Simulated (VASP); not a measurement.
# CoO (Fm-3m) in VASP: notebook

The runs below take CoO through single point, with PBE.

Program: VASP 6.6.1. These are calculated values, not measurements. Logs are shortened: lines on timing, memory, paths and dates and some standing lists are left out, and cuts for length are marked.

### Step 1. The crystal as given

It takes space group Fm-3m (No. 225, cubic). Conventional cell: a = 4.263 Å, b = 4.263 Å, c = 4.263 Å, α = 90.00°, β = 90.00°, γ = 90.00°. Co (site symmetry m-3m) is surrounded by 6 O at 2.13 Å. O (site symmetry m-3m) has 6 Co at 2.13 Å as nearest neighbours.

### Step 2. Single point, PBE, collinear spin, ferromagnetic start

Contents of INCAR:

```
PREC     = Accurate       # precision mode
ENCUT    = 500            # plane-wave cutoff, eV
EDIFF    = 1E-7           # SCF threshold, eV
ISMEAR   = 0              # smearing method
SIGMA    = 0.05           # smearing width, eV
LREAL    = False          # projectors in reciprocal space
LASPH    = True           # aspherical terms in the spheres
NELM     = 120            # most SCF steps
ALGO     = Normal         # electronic algorithm
ISIF     = 2              # what is computed and relaxed
LWAVE    = False          # write WAVECAR
LCHARG   = False          # write CHGCAR
ISPIN    = 2              # spin polarisation
MAGMOM   = 2 0            # initial moments
LORBIT   = 11             # projections on sites
LMAXMIX  = 4              # l up to which the mixer works
GGA      = PE             # functional
NBANDS   = 18             # bands
```

Contents of KPOINTS:

```
regular mesh
0
Gamma
  11 11 11
```

Contents of POSCAR:

```
CoO
3.0144
    0.000000000000      0.707105891720      0.707105891720
    0.707105891720      0.000000000000      0.707105891720
    0.707105891720      0.707105891720      0.000000000000
Co O
1 1
Direct
    0.0000000000      0.0000000000      0.0000000000
    0.5000000000      0.5000000000      0.5000000000
```

Potentials or basis: VASP PAW PBE potentials, release 64 (Co, O).

Started as:

```console
$ cat potpaw_PBE.64/Co/POTCAR potpaw_PBE.64/O/POTCAR > POTCAR
$ mpirun -np 1 vasp_std > vasp.out
```

OUTCAR:

```text
PREC = Accurate
   ENCUT = 500
   EDIFF = 1E-7
   ISMEAR = 0
   LREAL = False
   LASPH = True
   NELM = 120
   ISIF = 2
   ISPIN = 2
   LORBIT = 11
   GGA = PE

 ion  position               nearest neighbor table
   1  0.000  0.000  0.000-   2 2.13   2 2.13   2 2.13   2 2.13   2 2.13   2 2.13
   2  0.500  0.500  0.500-   1 2.13   1 2.13   1 2.13   1 2.13   1 2.13   1 2.13

  LATTYP: Found a face centered cubic cell.
 ALAT       =     4.2630000000

  Lattice vectors:

 A1 = (   0.0000000000,   2.1315000000,   2.1315000000)
 A2 = (   2.1315000000,   0.0000000000,   2.1315000000)
 A3 = (   2.1315000000,   2.1315000000,   0.0000000000)

Analysis of symmetry for initial positions (statically):
=====================================================================
 Subroutine PRICEL returns:
 Original cell was already a primitive cell.

 Routine SETGRP: Setting up the symmetry group for a
 face centered cubic supercell.

 Subroutine GETGRP returns: Found 48 space group operations
 (whereof 48 operations were pure point group operations)
 out of a pool of 48 trial point group operations.

The static configuration has the point symmetry O_h .

Analysis of symmetry for dynamics (positions and initial velocities):
=====================================================================
 Subroutine PRICEL returns:
 Original cell was already a primitive cell.

 Routine SETGRP: Setting up the symmetry group for a
 face centered cubic supercell.

 Subroutine GETGRP returns: Found 48 space group operations
 (whereof 48 operations were pure point group operations)
 out of a pool of 48 trial point group operations.

The dynamic configuration has the point symmetry O_h .

Analysis of structural, dynamic, and magnetic symmetry:
=====================================================================
 Subroutine PRICEL returns:
 Original cell was already a primitive cell.

 Routine SETGRP: Setting up the symmetry group for a
 face centered cubic supercell.

 Subroutine GETGRP returns: Found 48 space group operations
 (whereof 48 operations were pure point group operations)
 out of a pool of 48 trial point group operations.

The overall configuration has the point symmetry O_h .

 Subroutine INISYM returns: Found 48 space group operations
 (whereof 48 operations are pure point group operations),
 and found     1 'primitive' translations

----------------------------------------------------------------------------------------

                                     Primitive cell

  volume of cell :      19.3681

[... 139 lines left out ...]
   GGA     = PE    functional components
   LHFCALC =     F    Hartree Fock is set to
   AEXX    =    0.0000 exact exchange contribution
   IVDW    =     0    specifies the selected vdW correction
   LEPSILON=     F    determine dielectric tensor
   LRPA    =     F    only Hartree local field effects (RPA)
 spin polarized calculation
 Gauss-broadening in eV      SIGMA  =   0.05
  energy-cutoff  :      500.00
  volume of cell :       19.37
 maximum number of plane-waves:       531
 NGX is ok and might be reduce to    24
   NGX = 11   NGY = 11   NGZ = 11

 number of electron      15.0000007 magnetization       2.9190947

 Free energy of the ion-electron system (eV)
  ---------------------------------------------------
  ext. energy  EPLUGINS =         0.00000000
  ---------------------------------------------------
  free energy    TOTEN  =       -13.04777018 eV

  energy without entropy =      -13.04285709  energy(sigma->0) =      -13.04531364

 E-fermi :   7.8793     XC(G=0): -12.3956

 val. band max:        7.8711153749   @ k =  -0.1818   0.2727   0.0909
 cond. band min:       7.8810259832   @ k =  -0.2727   0.1818   0.0000
 fundamental gap:      0.0099106083
 Fermi energy:         7.8792831824

 spin component 1

 k-point     1 :       0.0000    0.0000    0.0000
  band No.  band energies     occupation
      1     -12.2952      1.00000
      2       4.6072      1.00000
      3       4.6073      1.00000
      4       4.7680      1.00000
      5       4.7680      1.00000
      6       4.7680      1.00000
[... 829 lines left out ...]
     17      35.3720      0.00000
     18      36.2029      0.00000

 [... further k-points ...]

 spin component 2

 k-point     1 :       0.0000    0.0000    0.0000
  band No.  band energies     occupation
      1     -11.7869      1.00000
      2       5.3352      1.00000
      3       5.3352      1.00000
      4       5.3352      1.00000
      5       6.7805      1.00000
      6       6.7805      1.00000
[... 829 lines left out ...]
     17      35.7287      0.00000
     18      36.7496      0.00000

 [... further k-points ...]

------------------------ aborting loop because EDIFF is reached ----------------------------------------

  FORCE on cell =-STRESS in cart. coord.  units (eV):
  Direction    XX          YY          ZZ          XY          YZ          ZX
  --------------------------------------------------------------------------------------
  -------------------------------------------------------------------------------------
  Total       -0.3060214     -0.3060214     -0.3060214      0.0000000      0.0000000      0.0000000
  in kB      -25.3149128    -25.3149128    -25.3149128      0.0000000      0.0000000      0.0000000
  external PRESSURE =     -25.3149128 kB  Pullay stress =       0.0000000 kB

 VOLUME and BASIS-vectors are now :
 -----------------------------------------------------------------------------
  energy-cutoff  :      500.00
  volume of cell :       19.37
      direct lattice vectors                 reciprocal lattice vectors
     0.000000000  2.131500000  2.131500000    -0.234576589  0.234576589  0.234576589
     2.131500000  0.000000000  2.131500000     0.234576589 -0.234576589  0.234576589
     2.131500000  2.131500000  0.000000000     0.234576589  0.234576589 -0.234576589

 POSITION                                       TOTAL-FORCE (eV/Angst)
 -----------------------------------------------------------------------------------
      0.00000      0.00000      0.00000        -0.000000      0.000000      0.000000
      2.13150      2.13150      2.13150         0.000000     -0.000000     -0.000000
 -----------------------------------------------------------------------------------
    total drift:                                0.000000     -0.000000     -0.000000

  FREE ENERGIE OF THE ION-ELECTRON SYSTEM (eV)
  ---------------------------------------------------
  free  energy   TOTEN  =       -13.0477701839 eV

  energy  without entropy=      -13.0428570867  energy(sigma->0) =      -13.04531364

 total charge

# of ion       s       p       d       tot
------------------------------------------
    1        0.293   0.354   7.141   7.788
    2        1.558   3.422   0.000   4.980
--------------------------------------------------
tot          1.851   3.777   7.141  12.769

 magnetization (x)

# of ion       s       p       d       tot
------------------------------------------
    1        0.021   0.018   2.528   2.566
    2        0.029   0.274   0.000   0.303
--------------------------------------------------
tot          0.049   0.292   2.528   2.869
```

OSZICAR:

```text
N       E                     dE             d eps       ncg     rms          rms(c)
DAV:   1     0.756160844085E+02    0.75616E+02   -0.64451E+03  4160   0.926E+02
DAV:   2    -0.107105365207E+02   -0.86327E+02   -0.74597E+02  4228   0.218E+02
DAV:   3    -0.153995351694E+02   -0.46890E+01   -0.45574E+01  4760   0.542E+01
DAV:   4    -0.154460069513E+02   -0.46472E-01   -0.46429E-01  4878   0.514E+00
DAV:   5    -0.154470764798E+02   -0.10695E-02   -0.10693E-02  4970   0.778E-01    0.168E+01
DAV:   6    -0.143506431240E+02    0.10964E+01   -0.17147E+01  5138   0.607E+01    0.204E+01
DAV:   7    -0.131695718647E+02    0.11811E+01   -0.72875E+00  4978   0.476E+01    0.819E+00
DAV:   8    -0.130629611068E+02    0.10661E+00   -0.41836E-01  5680   0.989E+00    0.414E+00
DAV:   9    -0.130713772806E+02   -0.84162E-02   -0.25681E-01  5928   0.827E+00    0.301E+00
DAV:  10    -0.130491035289E+02    0.22274E-01   -0.10257E-01  5948   0.600E+00    0.537E-01
DAV:  11    -0.130478728224E+02    0.12307E-02   -0.18628E-02  5618   0.179E+00    0.320E-01
DAV:  12    -0.130477528186E+02    0.12000E-03   -0.18736E-03  5958   0.635E-01    0.429E-02
DAV:  13    -0.130477748025E+02   -0.21984E-04   -0.10579E-04  4674   0.931E-02    0.506E-02
DAV:  14    -0.130477690831E+02    0.57194E-05   -0.48750E-06  5420   0.196E-02    0.149E-02
DAV:  15    -0.130477699777E+02   -0.89462E-06   -0.22985E-06  5692   0.279E-02    0.711E-03
DAV:  16    -0.130477701629E+02   -0.18525E-06   -0.19152E-06  5852   0.198E-02    0.308E-03
DAV:  17    -0.130477701839E+02   -0.20980E-07   -0.23114E-07  3856   0.564E-03
   1 F= -.13047770E+02 E0= -.13045314E+02  d E =-.491310E-02  mag=     2.9191
```

stdout:

```text
POSCAR found type information on POSCAR CoO
 POSCAR found :  2 types and       2 ions
 scaLAPACK will be used
 LDA part: xc-table for (Slater+PW92), standard interpolation
 POSCAR, INCAR and KPOINTS ok, starting setup
 FFT: planning ... GRIDC
 FFT: planning ... GRID_SOFT
 FFT: planning ... GRID
 WAVECAR not read
 entering main loop
```

It took 31 s on 1 thread of Intel Xeon Platinum 8488C (Sapphire Rapids), shared host; peak memory 0.17 GiB.

What came out:

- Free energy: -13.0478 eV
- Pressure: -2.5 GPa
- Band gap on the k mesh: none (metal or under the smearing width)
- Net moment: 2.92 μB per cell
- Site moments: Co +2.57; O +0.30 μB
- Valence electrons inside the program's atomic spheres: Co 7.79; O 4.98

Caveat: a cell with one magnetic atom can't hold antiferromagnetic order, which such compounds often take; semilocal functionals often make such compounds metallic where correlation or magnetic order opens a gap, which also shifts bond lengths.

### Step 3. Single point, PBE, collinear spin, ferromagnetic start

Contents of run.py:

```python
from ase.calculators.vasp import Vasp
from ase.dft.bandgap import bandgap
from ase.io import read

atoms = read('CoO.cif', primitive_cell=True, subtrans_included=False)
atoms.set_initial_magnetic_moments([2.0, 0.0])
calc = Vasp(
    directory='calc',
    xc='pbe',
    pp='PBE',
    setups='minimal',
    prec='Accurate',
    encut=500,
    ediff=1e-06,
    ismear=0,
    sigma=0.05,
    lreal=False,
    lasph=True,
    nelm=100,
    algo='Normal',
    isif=2,
    lwave=False,
    lcharg=True,
    ispin=2,
    lorbit=11,
    lmaxmix=4,
    lelf=True,
    lvhar=True,
    kpts=[11, 11, 11],
    gamma=True,
    nbands=18,
)
atoms.calc = calc

print('energy (eV):', atoms.get_potential_energy())
print('free energy (eV):', atoms.get_potential_energy(force_consistent=True))
print('forces (eV/A):')
print(atoms.get_forces())
print('stress (eV/A^3, Voigt):', atoms.get_stress())
print('Fermi level (eV):', calc.get_fermi_level())
print('moment (muB):', atoms.get_magnetic_moment())
print('site moments (muB):', atoms.get_magnetic_moments())
gap, top, bottom = bandgap(calc)
print('band gap (eV):', gap, 'from (spin, k, band)', top, 'to', bottom)
```

Contents of CoO.cif:

```cif
data_CoO
_cell_length_a 4.26300000
_cell_length_b 4.26300000
_cell_length_c 4.26300000
_cell_angle_alpha 90.00000000
_cell_angle_beta 90.00000000
_cell_angle_gamma 90.00000000
_space_group_name_H-M_alt 'Fm-3m'
_space_group_name_Hall '-F 4 2 3'
_space_group_IT_number 225
loop_
_space_group_symop_operation_xyz
'x,y,z'
'-x,-y,-z'
'-y,x,z'
'y,-x,-z'
'-x,-y,z'
'x,y,-z'
'y,-x,z'
'-y,x,-z'
'x,-y,-z'
'-x,y,z'
'-y,-x,-z'
'y,x,z'
'-x,y,-z'
'x,-y,z'
'y,x,-z'
'-y,-x,z'
'z,x,y'
'-z,-x,-y'
'z,-y,x'
'-z,y,-x'
'z,-x,-y'
'-z,x,y'
'z,y,-x'
'-z,-y,x'
'-z,x,-y'
'z,-x,y'
'-z,-y,-x'
'z,y,x'
'-z,-x,y'
'z,x,-y'
'-z,y,x'
'z,-y,-x'
'y,z,x'
'-y,-z,-x'
'x,z,-y'
'-x,-z,y'
'-y,z,-x'
'y,-z,x'
'-x,z,y'
'x,-z,-y'
'-y,-z,x'
'y,z,-x'
'-x,-z,-y'
'x,z,y'
'y,-z,-x'
'-y,z,x'
'x,-z,y'
'-x,z,-y'
'x,y+1/2,z+1/2'
'-x,-y+1/2,-z+1/2'
'-y,x+1/2,z+1/2'
'y,-x+1/2,-z+1/2'
[... 63 lines left out ...]
'-z+1/2,y,-x+1/2'
'z+1/2,-x,-y+1/2'
'-z+1/2,x,y+1/2'
'z+1/2,y,-x+1/2'
'-z+1/2,-y,x+1/2'
'-z+1/2,x,-y+1/2'
'z+1/2,-x,y+1/2'
'-z+1/2,-y,-x+1/2'
'z+1/2,y,x+1/2'
'-z+1/2,-x,y+1/2'
'z+1/2,x,-y+1/2'
'-z+1/2,y,x+1/2'
'z+1/2,-y,-x+1/2'
'y+1/2,z,x+1/2'
'-y+1/2,-z,-x+1/2'
'x+1/2,z,-y+1/2'
'-x+1/2,-z,y+1/2'
'-y+1/2,z,-x+1/2'
'y+1/2,-z,x+1/2'
'-x+1/2,z,y+1/2'
'x+1/2,-z,-y+1/2'
'-y+1/2,-z,x+1/2'
'y+1/2,z,-x+1/2'
'-x+1/2,-z,-y+1/2'
'x+1/2,z,y+1/2'
'y+1/2,-z,-x+1/2'
'-y+1/2,z,x+1/2'
'x+1/2,-z,y+1/2'
'-x+1/2,z,-y+1/2'
'x+1/2,y+1/2,z'
'-x+1/2,-y+1/2,-z'
'-y+1/2,x+1/2,z'
'y+1/2,-x+1/2,-z'
'-x+1/2,-y+1/2,z'
'x+1/2,y+1/2,-z'
'y+1/2,-x+1/2,z'
'-y+1/2,x+1/2,-z'
'x+1/2,-y+1/2,-z'
'-x+1/2,y+1/2,z'
'-y+1/2,-x+1/2,-z'
'y+1/2,x+1/2,z'
'-x+1/2,y+1/2,-z'
'x+1/2,-y+1/2,z'
'y+1/2,x+1/2,-z'
'-y+1/2,-x+1/2,z'
'z+1/2,x+1/2,y'
'-z+1/2,-x+1/2,-y'
'z+1/2,-y+1/2,x'
'-z+1/2,y+1/2,-x'
'z+1/2,-x+1/2,-y'
'-z+1/2,x+1/2,y'
'z+1/2,y+1/2,-x'
'-z+1/2,-y+1/2,x'
'-z+1/2,x+1/2,-y'
'z+1/2,-x+1/2,y'
'-z+1/2,-y+1/2,-x'
'z+1/2,y+1/2,x'
'-z+1/2,-x+1/2,y'
'z+1/2,x+1/2,-y'
'-z+1/2,y+1/2,x'
'z+1/2,-y+1/2,-x'
'y+1/2,z+1/2,x'
'-y+1/2,-z+1/2,-x'
'x+1/2,z+1/2,-y'
'-x+1/2,-z+1/2,y'
'-y+1/2,z+1/2,-x'
'y+1/2,-z+1/2,x'
'-x+1/2,z+1/2,y'
'x+1/2,-z+1/2,-y'
'-y+1/2,-z+1/2,x'
'y+1/2,z+1/2,-x'
'-x+1/2,-z+1/2,-y'
'x+1/2,z+1/2,y'
'y+1/2,-z+1/2,-x'
'-y+1/2,z+1/2,x'
'x+1/2,-z+1/2,y'
'-x+1/2,z+1/2,-y'
loop_
_atom_site_label
_atom_site_type_symbol
_atom_site_symmetry_multiplicity
_atom_site_Wyckoff_symbol
_atom_site_fract_x
_atom_site_fract_y
_atom_site_fract_z
_atom_site_occupancy
Co1 Co 4 a 0.0000000000 0.0000000000 0.0000000000 1
O1 O 4 b 0.5000000000 0.0000000000 0.0000000000 1
```

Potentials or basis: VASP PAW PBE potentials, release 64 (Co, O).

Started as:

```console
$ python run.py
```

Run time: 31 s. Hardware: 1 thread of Intel Xeon Platinum 8488C (Sapphire Rapids), shared host; peak memory 0.16 GiB.

It converged, with:

| Quantity | Value |
| --- | --- |
| Free energy | -13.0478 eV |
| Pressure | -2.6 GPa |
| Band gap on the k mesh | none (metal or under the smearing width) |
| Net moment | 2.92 μB per cell |
| Site moments | Co +2.57; O +0.30 μB |
| Valence electrons inside the program's atomic spheres | Co 7.79; O 4.98 |

Levels at points of the mesh, in eV from the Fermi level:
Spin up:
```tsv
k point	band 7	band 8	band 9	band 10	band 11	band 12
(0.00, 0.00, 0.00)	-3.07	-3.07	-3.07	0.98	16.85	18.12
```
Spin down:
| k point | band 2 | band 3 | band 4 | band 5 | band 6 | band 7 | band 8 | band 9 | band 10 | band 11 |
| --- | --- | --- | --- | --- | --- | --- | --- | --- | --- | --- |
| (0.00, 0.00, 0.00) | -2.55 | -2.55 | -2.55 | -1.10 | -1.10 | -1.10 | 0.06 | 0.06 | 1.52 | 16.76 |

Caveat: a cell with one magnetic atom can't hold antiferromagnetic order, which such compounds often take; semilocal functionals often make such compounds metallic where correlation or magnetic order opens a gap, which also shifts bond lengths. With open d or f shells a metallic result of PBE can be an artefact of self-interaction; +U or a hybrid may open a gap.

[end of part 1 of 2]
